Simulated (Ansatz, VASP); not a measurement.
# Two plane-wave programs on CdSe

```
Cd Se
1.0
     0.00000    3.07027    3.07027
     3.07027    0.00000    3.07027
     3.07027    3.07027    0.00000
Cd Se
1 1
Direct
  0.00000 0.00000 0.00000
  0.25000 0.25000 0.25000
```

Measurements of this composition are mostly on another form, of space group No. 186.

Alike in both runs: task single point; functional RPBE; k mesh 8 × 8 × 8; occupations gaussian, width 0.05 eV; no spin polarisation.

|  | VASP | Ansatz |
| --- | --- | --- |
| version | VASP 6.6.1 | Ansatz 0.2.0 |
| potentials or method | VASP PAW PBE potentials, release 64 (Cd, Se) | Ansatz PAW |
| plane-wave cutoff (eV) | 520 | 420 |
| valence electrons in the cell | 18 | 36 |

Ansatz gave:

- gap on the k mesh at the Fermi level (eV): 0.73
- least direct gap on the mesh (eV): 0.73
- pressure (GPa): 3.2

Q: Which values does VASP return?

A: gap on the k mesh at the Fermi level (eV): 0.72; least direct gap on the mesh (eV): 0.72; pressure (GPa): 3.5.

The two sets of potentials don't hold the same shells in valence.

Caveats: the PAW data sets were made with another functional, which shifts forces and pressure a little (VASP); the PAW data sets come from PBE, with cores solved anew for the run's functional, which leaves a small shift of forces and pressure (Ansatz). Expect the measured gap to be larger: semilocal functionals such as RPBE lack the derivative discontinuity.
